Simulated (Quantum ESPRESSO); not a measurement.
# Al2O3 (P-3m1) in Quantum ESPRESSO: equation of state

How stiff is Al2O3 in PBE, and what volume does it want? The cell is scaled to several volumes.

All numbers are computed with Quantum ESPRESSO 7.5; they aren't measurements. Logs are shortened: lines on timing, memory, paths and dates and some standing lists are left out, and cuts for length are marked.

### Step 1. The crystal as given

It takes space group P-3m1 (No. 164, trigonal). The conventional cell has a = 3.017 Å, b = 3.017 Å, c = 7.575 Å, α = 90.00°, β = 90.00°, γ = 120.00°. Al (site symmetry 3m) is surrounded by 4 O at 1.68 to 1.84 Å. O (site symmetry -3m) has 2 Al at 1.68 Å as nearest neighbours. O (site symmetry 3m) is surrounded by 3 Al at 1.84 Å.

Measurements of this composition are mostly on another form, of space group No. 167.

### Step 2. Single point, PBE, 11.23 Å³/atom

pw.in

```
&CONTROL
  calculation = 'scf'
  prefix = 'pwscf'
  outdir = './tmp'
  pseudo_dir = './pseudo'
  tprnfor = .true.
  tstress = .true.
  disk_io = 'nowf'
/
&SYSTEM
  ibrav = 0
  nat = 5
  ntyp = 2
  ecutwfc = 55
  ecutrho = 440
  nbnd = 19
  occupations = 'smearing'
  smearing = 'fd'
  degauss = 0.00367493
/
&ELECTRONS
  conv_thr = 1d-09
  electron_maxstep = 120
  mixing_beta = 0.5
/
ATOMIC_SPECIES
Al    26.9815 Al.pbe-n-kjpaw_psl.1.0.0.UPF
O     15.9990 O.pbe-n-kjpaw_psl.0.1.UPF
CELL_PARAMETERS angstrom
   2.9558839834    0.0000000000    0.0000000000
  -1.4779419917    2.5598706203    0.0000000000
   0.0000000000    0.0000000000    7.4200082063
ATOMIC_POSITIONS crystal
Al     0.0000000000    0.0000000000    0.7220490000
Al     0.0000000000    0.0000000000    0.2779510000
O      0.0000000000    0.0000000000    0.5000000000
O      0.6666666667    0.3333333333    0.8005460000
O      0.3333333333    0.6666666667    0.1994540000
K_POINTS automatic
10 10 4 0 0 0
```

Potentials or basis: SSSP 1.3 efficiency PBE.

Run with:

```console
OMP_NUM_THREADS=1 mpirun -n 2 pw.x -nk 2 -in pw.in > pw.out
```

pw.out:

```text
This program is part of the open-source Quantum ESPRESSO suite
     for quantum simulation of materials; please cite
         "P. Giannozzi et al., J. Phys.:Condens. Matter 21 395502 (2009);
         "P. Giannozzi et al., J. Phys.:Condens. Matter 29 465901 (2017);
         "P. Giannozzi et al., J. Chem. Phys. 152 154105 (2020);
     in publications or presentations arising from this work. More details at

     file Al.pbe-n-kjpaw_psl.1.0.0.UPF: wavefunction(s)  3S 3P renormalized
     file O.pbe-n-kjpaw_psl.0.1.UPF: wavefunction(s)  2P renormalized
     Message from routine setup:
     using ibrav=0 with symmetry is DISCOURAGED, use correct ibrav instead

     K-points division:     npool     =       2
     Subspace diagonalization in iterative solution of the eigenvalue problem:
     a serial algorithm will be used

     G-vector sticks info
     --------------------
     sticks:   dense  smooth     PW     G-vecs:    dense   smooth      PW
     Sum         955     475    151                59007    20881    3463

     Using Slab Decomposition

     bravais-lattice index     =            0
     lattice parameter (alat)  =       5.5858  a.u.
     unit-cell volume          =     378.8841 (a.u.)^3
     number of atoms/cell      =            5
     number of atomic types    =            2
     number of electrons       =        24.00
     number of Kohn-Sham states=           19
     kinetic-energy cutoff     =      55.0000  Ry
     charge density cutoff     =     440.0000  Ry
     scf convergence threshold =      1.0E-09
     mixing beta               =       0.5000
     number of iterations used =            8  plain     mixing
     Exchange-correlation= SLA  PW   PBX  PBC
                           (   1   4   3   4   0   0   0)

     celldm(1)=   5.585811  celldm(2)=   0.000000  celldm(3)=   0.000000
     celldm(4)=   0.000000  celldm(5)=   0.000000  celldm(6)=   0.000000

     crystal axes: (cart. coord. in units of alat)
               a(1) = (   1.000000   0.000000   0.000000 )
               a(2) = (  -0.500000   0.866025   0.000000 )
               a(3) = (   0.000000   0.000000   2.510250 )

     reciprocal axes: (cart. coord. in units 2 pi/alat)
               b(1) = (  1.000000  0.577350 -0.000000 )
               b(2) = (  0.000000  1.154701  0.000000 )
               b(3) = (  0.000000 -0.000000  0.398367 )

     PseudoPot. # 1 for Al read from file:
     Al.pbe-n-kjpaw_psl.1.0.0.UPF
     Pseudo is Projector augmented-wave + core cor, Zval =  3.0
     Generated using "atomic" code by A. Dal Corso  v.5.1
     Shape of augmentation charge: PSQ
     Using radial grid of 1135 points,  6 beta functions with:
                l(1) =   0
                l(2) =   0
                l(3) =   1
                l(4) =   1
                l(5) =   2
                l(6) =   2
     Q(r) pseudized with 0 coefficients

     PseudoPot. # 2 for O  read from file:
     O.pbe-n-kjpaw_psl.0.1.UPF
     Pseudo is Projector augmented-wave + core cor, Zval =  6.0
     Generated using "atomic" code by A. Dal Corso  v.5.0.99 svn rev. 10869
     Shape of augmentation charge: BESSEL
     Using radial grid of 1095 points,  4 beta functions with:
                l(1) =   0
                l(2) =   0
                l(3) =   1
                l(4) =   1
     Q(r) pseudized with 0 coefficients

     atomic species   valence    mass     pseudopotential
     Al                3.00    26.98150     Al( 1.00)
     O                 6.00    15.99900     O ( 1.00)

     12 Sym. Ops., with inversion, found

   Cartesian axes

     site n.     atom                  positions (alat units)
         1        Al     tau(   1) = (   0.0000000   0.0000000   1.8125236  )
         2        Al     tau(   2) = (   0.0000000   0.0000000   0.6977265  )
         3        O      tau(   3) = (   0.0000000   0.0000000   1.2551251  )
         4        O      tau(   4) = (   0.5000000   0.2886751   2.0095707  )
         5        O      tau(   5) = (  -0.0000000   0.5773503   0.5006794  )

     number of k points=    50  Fermi-Dirac smearing, width (Ry)=  0.0037
                       cart. coord. in units 2pi/alat
        k(    1) = (   0.0000000   0.0000000   0.0000000), wk =   0.0050000
        k(    2) = (   0.0000000   0.0000000   0.0995917), wk =   0.0100000
        k(    3) = (   0.0000000   0.0000000  -0.1991833), wk =   0.0050000
        k(    4) = (   0.0000000   0.1154701   0.0000000), wk =   0.0300000
        k(    5) = (   0.0000000   0.1154701   0.0995917), wk =   0.0300000
        k(    6) = (   0.0000000   0.1154701  -0.1991833), wk =   0.0300000
[... 42 lines left out ...]
        k(   49) = (  -0.1000000   0.5196152  -0.0995917), wk =   0.0600000
        k(   50) = (  -0.2000000   0.4618802  -0.0995917), wk =   0.0600000

     Dense  grid:    59007 G-vectors     FFT dimensions: (  40,  40,  96)

     Smooth grid:    20881 G-vectors     FFT dimensions: (  27,  27,  72)

     Initial potential from superposition of free atoms

     starting charge      23.9954, renormalised to      24.0000
     Starting wfcs are   20 randomized atomic wfcs
     Checking if some PAW data can be deallocated...

     Self-consistent Calculation

     iteration #  1     ecut=    55.00 Ry     beta= 0.50
     Davidson diagonalization with overlap
     ethr =  1.00E-02,  avg # of iterations =  5.2

     total energy              =    -204.13772194 Ry
     estimated scf accuracy    <       1.36259963 Ry

     iteration #  2     ecut=    55.00 Ry     beta= 0.50
     Davidson diagonalization with overlap
     ethr =  5.68E-03,  avg # of iterations =  2.0

     total energy              =    -204.54031374 Ry
     estimated scf accuracy    <       0.19024108 Ry

     iteration #  3     ecut=    55.00 Ry     beta= 0.50
     Davidson diagonalization with overlap
     ethr =  7.93E-04,  avg # of iterations =  3.4
[... 36 lines left out ...]
     total energy              =    -204.56957252 Ry
     estimated scf accuracy    <       0.00000016 Ry

     iteration #  9     ecut=    55.00 Ry     beta= 0.50
     Davidson diagonalization with overlap
     ethr =  6.76E-10,  avg # of iterations =  2.1

     total energy              =    -204.56957257 Ry
     estimated scf accuracy    <       0.00000003 Ry

     iteration # 10     ecut=    55.00 Ry     beta= 0.50
     Davidson diagonalization with overlap
     ethr =  1.17E-10,  avg # of iterations =  2.0

     End of self-consistent calculation

          k = 0.0000 0.0000 0.0000 (  2613 PWs)   bands (ev):

   -14.3645 -14.1387 -11.5120  -0.4525   0.8527   1.7515   1.7515   1.7681
     1.7681   3.1566   5.5464   5.5464   8.3097  10.3924  13.3060  16.5801
    16.5825  18.2290  18.2294

          k = 0.0000 0.0000 0.0996 (  2637 PWs)   bands (ev):

   -14.3343 -14.1735 -11.5051  -0.6124   1.2366   1.7486   1.7486   1.7711
     1.7711   2.8512   5.5462   5.5462   8.6206  10.0618  13.6118  15.4476
    17.8249  18.1490  18.1495

          k = 0.0000 0.0000-0.1992 (  2674 PWs)   bands (ev):

   -14.2713 -14.2412 -11.4982  -0.7340   1.7462   1.7462   1.7734   1.7734
     1.7922   2.3412   5.5460   5.5460   9.2514   9.4193  14.1221  14.7090
    18.0926  18.0927  18.7728
[... 61 lines left out ...]
          k = 0.0000 0.4619 0.0996 (  2596 PWs)   bands (ev):

   -13.4196 -13.3862 -11.0704  -1.7542  -1.3263   0.8913   1.1281   1.2116
     1.7876   2.5085   3.7171   5.0689  10.8324  11.7058  13.7214  14.9191
    16.3560  16.9484  17.3588

          k = 0.0000 0.4619-0.1992 (  2596 PWs)   bands (ev):

   -13.4170 -13.3886 -11.0710  -1.7706  -1.2857   0.9056   1.1570   1.1817
     1.6994   2.4567   3.8419   5.0708  10.9675  11.5644  13.3752  15.3830
    16.0801  16.9520  17.5529

          k = 0.0000-0.5774 0.0000 (  2606 PWs)   bands (ev):

   -13.3078 -13.2890 -11.0261  -1.9323  -1.6751   0.9982   1.0546   1.1727
     1.8958   2.3406   3.6913   5.0188  10.3205  12.0969  14.2023  15.0722
    15.6895  16.7848  16.9376

          k = 0.0000-0.5774 0.0996 (  2596 PWs)   bands (ev):

   -13.3130 -13.2836 -11.0266  -1.9908  -1.6031   1.0191   1.0705   1.1558
     1.9006   2.2538   3.7324   5.0208  10.5111  11.8090  14.2739  14.6936
    16.1866  16.7181  17.1485

          k = 0.0000-0.5774-0.1992 (  2592 PWs)   bands (ev):

   -13.3167 -13.2796 -11.0271  -2.0331  -1.5468   1.0332   1.1003   1.1249
     1.9911   2.0871   3.7742   5.0229  10.8217  11.4171  14.2288  14.5920
    16.5569  16.6410  17.3512

          k = 0.1000 0.1732 0.0000 (  2617 PWs)   bands (ev):

   -14.1185 -13.9237 -11.3816  -0.4180   0.6160   0.9818   1.0878   1.5250
     1.5509   3.1626   4.7484   5.3705   9.7466  11.3122  13.2293  15.4083
    16.8820  17.5370  18.1353

          k = 0.1000 0.1732 0.0996 (  2630 PWs)   bands (ev):

   -14.0920 -13.9538 -11.3767  -0.4639   0.6220   0.7794   1.4356   1.5397
     1.5724   2.9537   4.8054   5.3687   9.9131  11.0492  13.4637  15.0724
    16.9932  17.4644  18.5752

          k = 0.1000 0.1732-0.1992 (  2608 PWs)   bands (ev):
[... 143 lines left out ...]
          k = 0.0000 0.3464-0.0996 (  2608 PWs)   bands (ev):

   -13.7120 -13.6085 -11.1911  -1.0492  -0.6456   0.6859   1.2900   1.3555
     1.4083   2.8519   4.1224   5.1974  10.9033  11.6713  13.1131  14.9654
    16.3418  17.3754  17.8998

          k = 0.0000 0.4619-0.0996 (  2596 PWs)   bands (ev):

   -13.4368 -13.3681 -11.0719  -1.7165  -1.3550   1.0308   1.1301   1.2095
     1.4728   2.5795   3.8574   5.0691  10.6590  11.9425  13.3598  15.3796
    16.0924  16.7665  17.3798

          k =-0.1000 0.2887-0.0996 (  2615 PWs)   bands (ev):

   -13.8213 -13.7090 -11.2419  -0.7378  -0.2282   0.5819   1.1719   1.2901
     1.5330   2.9165   4.3162   5.1539  10.9345  11.6433  13.1354  14.8892
    16.4262  17.5193  18.2849

          k =-0.1000 0.4041-0.0996 (  2607 PWs)   bands (ev):

   -13.5265 -13.4464 -11.1073  -1.3760  -1.0137   0.7861   0.9554   1.1688
     1.4803   2.7269   3.9795   4.9553  11.1447  12.1451  13.0171  15.3820
    16.1090  17.0067  17.7173

          k =-0.1000 0.5196-0.0996 (  2600 PWs)   bands (ev):

   -13.3243 -13.2790 -11.0250  -1.8211  -1.4603   0.6941   0.8459   1.2757
     1.7159   2.4026   3.8118   4.8435  10.8689  12.1201  13.8618  15.2829
    16.0677  16.6528  17.2715

          k =-0.2000 0.4619-0.0996 (  2611 PWs)   bands (ev):

   -13.3307 -13.2839 -11.0218  -1.4675  -1.1359   0.1839   0.3271   1.4534
     1.5923   2.5285   3.9132   4.5088  11.7672  12.4684  13.3644  15.7893
    16.2265  16.6299  17.4187

     the Fermi energy is     6.6388 ev

!    total energy              =    -204.56957257 Ry
     total all-electron energy =     -1423.395813 Ry
     estimated scf accuracy    <          4.4E-10 Ry
     smearing contrib. (-TS)   =      -0.00000000 Ry
     internal energy E=F+TS    =    -204.56957257 Ry

     The total energy is F=E-TS. E is the sum of the following terms:
     one-electron contribution =     -40.36699402 Ry
     hartree contribution      =      35.31368571 Ry
     xc contribution           =     -28.16431568 Ry
     ewald contribution        =     -73.47144385 Ry
     one-center paw contrib.   =     -97.88050474 Ry

     convergence has been achieved in  10 iterations

     Forces acting on atoms (cartesian axes, Ry/au):

     atom    1 type  1   force =     0.00000000    0.00000000    0.02380883
     atom    2 type  1   force =     0.00000000   -0.00000000   -0.02380883
     atom    3 type  2   force =     0.00000000    0.00000000    0.00000000
     atom    4 type  2   force =     0.00000000    0.00000000    0.01908629
     atom    5 type  2   force =     0.00000000    0.00000000   -0.01908629

     Total force =     0.043154     Total SCF correction =     0.000065

     Computing stress (Cartesian axis) and pressure

          total   stress  (Ry/bohr**3)                   (kbar)     P=      115.57
   0.00069706  -0.00000000   0.00000000          102.54       -0.00        0.00
  -0.00000000   0.00069706   0.00000000           -0.00      102.54        0.00
   0.00000000   0.00000000   0.00096274            0.00        0.00      141.62

=------------------------------------------------------------------------------=
   JOB DONE.
=------------------------------------------------------------------------------=
```

Run time: 39 s. Hardware: 2 MPI ranks of Intel Xeon Platinum 8259CL at 2.50GHz (Skylake/Cascade Lake), shared host; peak memory 0.4 GiB.

Results:

| Item | Value |
| --- | --- |
| Free energy | -2783.3108 eV |
| Pressure | 11.6 GPa |
| Largest force | 0.612 eV/Å |
| Band gap on the k mesh | 2.76 eV, direct |

### Step 3. Single point, PBE, 11.47 Å³/atom

pw.in: that of step 2 with these lines changed.

```diff
@@ -29,5 +29,5 @@
 CELL_PARAMETERS angstrom
-   2.9558839834    0.0000000000    0.0000000000
-  -1.4779419917    2.5598706203    0.0000000000
-   0.0000000000    0.0000000000    7.4200082063
+   2.9767007536    0.0000000000    0.0000000000
+  -1.4883503768    2.5778984721    0.0000000000
+   0.0000000000    0.0000000000    7.4722635069
 ATOMIC_POSITIONS crystal
```

Potentials or basis: SSSP 1.3 efficiency PBE.

Run with:

```console
OMP_NUM_THREADS=1 mpirun -n 2 pw.x -nk 2 -in pw.in > pw.out
```

Wall time 41 s (2 MPI ranks of Intel Xeon Platinum 8259CL at 2.50GHz (Skylake/Cascade Lake), shared host); peak memory 0.4 GiB.

The run converged. Its results:

| Item | Value |
| --- | --- |
| Free energy | -2783.3824 eV |
| Pressure | 7.3 GPa |
| Largest force | 0.386 eV/Å |
| Band gap on the k mesh | 2.61 eV, direct |

### Step 4. Single point, PBE, 11.71 Å³/atom

pw.in: that of step 3 with these lines changed.

```diff
@@ -29,5 +29,5 @@
 CELL_PARAMETERS angstrom
-   2.9767007536    0.0000000000    0.0000000000
-  -1.4883503768    2.5778984721    0.0000000000
-   0.0000000000    0.0000000000    7.4722635069
+   2.9972303731    0.0000000000    0.0000000000
+  -1.4986151865    2.5956776441    0.0000000000
+   0.0000000000    0.0000000000    7.5237979872
 ATOMIC_POSITIONS crystal
```

Run with:

```console
OMP_NUM_THREADS=1 mpirun -n 2 pw.x -nk 2 -in pw.in > pw.out
```

It took 41 s on 2 MPI ranks of Intel Xeon Platinum 8259CL at 2.50GHz (Skylake/Cascade Lake), shared host; peak memory 0.4 GiB.

It converged, with:

| Quantity | Value |
| --- | --- |
| Free energy | -2783.4240 eV |
| Pressure | 3.5 GPa |
| Largest force | 0.174 eV/Å |
| Band gap on the k mesh | 2.46 eV, direct |

### Step 5. Single point, PBE, 11.95 Å³/atom

pw.in: that of step 4 with these lines changed.

```diff
@@ -29,5 +29,5 @@
 CELL_PARAMETERS angstrom
-   2.9972303731    0.0000000000    0.0000000000
-  -1.4986151865    2.5956776441    0.0000000000
-   0.0000000000    0.0000000000    7.5237979872
+   3.0174825440    0.0000000000    0.0000000000
+  -1.5087412720    2.6132165386    0.0000000000
+   0.0000000000    0.0000000000    7.5746360022
 ATOMIC_POSITIONS crystal
```

Run with:

```console
OMP_NUM_THREADS=1 mpirun -n 2 pw.x -nk 2 -in pw.in > pw.out
```

Run time: 47 s. Hardware: 2 MPI ranks of Intel Xeon Platinum 8259CL at 2.50GHz (Skylake/Cascade Lake), shared host; peak memory 0.42 GiB.

The run converged. Its results:

```yaml
Free_energy: -2783.4385 eV
Pressure: 0.1 GPa
Largest_force: 0.057 eV/Å
Band_gap_on_the_k_mesh: 2.31 eV, direct
```

### Step 6. Single point, PBE, 12.18 Å³/atom

pw.in: that of step 5 with these lines changed.

```diff
@@ -29,5 +29,5 @@
 CELL_PARAMETERS angstrom
-   3.0174825440    0.0000000000    0.0000000000
-  -1.5087412720    2.6132165386    0.0000000000
-   0.0000000000    0.0000000000    7.5746360022
+   3.0374664545    0.0000000000    0.0000000000
+  -1.5187332272    2.6305231128    0.0000000000
+   0.0000000000    0.0000000000    7.6248006165
 ATOMIC_POSITIONS crystal
```

Potentials or basis: SSSP 1.3 efficiency PBE.

Run with:

```console
OMP_NUM_THREADS=1 mpirun -n 2 pw.x -nk 2 -in pw.in > pw.out
```

Wall time 43 s (2 MPI ranks of Intel Xeon Platinum 8259CL at 2.50GHz (Skylake/Cascade Lake), shared host); peak memory 0.42 GiB.

The run converged. Its results:

* Free energy: -2783.4284 eV
* Pressure: -3.1 GPa
* Largest force: 0.212 eV/Å
* Band gap on the k mesh: 2.17 eV, direct

### Step 7. Single point, PBE, 12.42 Å³/atom

pw.in: that of step 6 with these lines changed.

```diff
@@ -29,5 +29,5 @@
 CELL_PARAMETERS angstrom
-   3.0374664545    0.0000000000    0.0000000000
-  -1.5187332272    2.6305231128    0.0000000000
-   0.0000000000    0.0000000000    7.6248006165
+   3.0571908153    0.0000000000    0.0000000000
+  -1.5285954077    2.6476049103    0.0000000000
+   0.0000000000    0.0000000000    7.6743136961
 ATOMIC_POSITIONS crystal
```

Run with:

```console
OMP_NUM_THREADS=1 mpirun -n 2 pw.x -nk 2 -in pw.in > pw.out
```

Wall time 44 s (2 MPI ranks of Intel Xeon Platinum 8259CL at 2.50GHz (Skylake/Cascade Lake), shared host); peak memory 0.42 GiB.

Results (log left out):

| Item | Value |
| --- | --- |
| Free energy | -2783.3962 eV |
| Pressure | -5.9 GPa |
| Largest force | 0.379 eV/Å |
| Band gap on the k mesh | 2.03 eV, direct |

### Step 8. Single point, PBE, 12.66 Å³/atom

pw.in: that of step 7 with these lines changed.

```diff
@@ -29,5 +29,5 @@
 CELL_PARAMETERS angstrom
-   3.0571908153    0.0000000000    0.0000000000
-  -1.5285954077    2.6476049103    0.0000000000
-   0.0000000000    0.0000000000    7.6743136961
+   3.0766638933    0.0000000000    0.0000000000
+  -1.5383319466    2.6644690905    0.0000000000
+   0.0000000000    0.0000000000    7.7231959930
 ATOMIC_POSITIONS crystal
```

Run with:

```console
OMP_NUM_THREADS=1 mpirun -n 2 pw.x -nk 2 -in pw.in > pw.out
```

Wall time 43 s (2 MPI ranks of Intel Xeon Platinum 8259CL at 2.50GHz (Skylake/Cascade Lake), shared host); peak memory 0.44 GiB.

The run converged. Its results:

```yaml
Free_energy: -2783.3440 eV
Pressure: -8.4 GPa
Largest_force: 0.540 eV/Å
Band_gap_on_the_k_mesh: 1.90 eV, direct
```

### Step 9. Equation of state, PBE

Potentials or basis: SSSP 1.3 efficiency PBE.

This step only gathers the single runs of the series.

What came out:

| Property | Result |
| --- | --- |
| Equilibrium volume | 11.96 Å³/atom |
| Bulk modulus at fixed shape and positions | 163 GPa |
| Pressure derivative of the bulk modulus | 4.1 |

Energy against volume, from the lowest point:
```
volume (Å³/atom)  energy (meV/atom)
          11.229              25.53
          11.468              11.21
          11.707               2.89
          11.946               0.00
          12.185               2.01
          12.424               8.45
          12.662              18.90
```

Caveat: the cell was scaled at fixed shape and fractional positions, which overstates the stiffness of a crystal with free parameters, most of all of layers and chains.
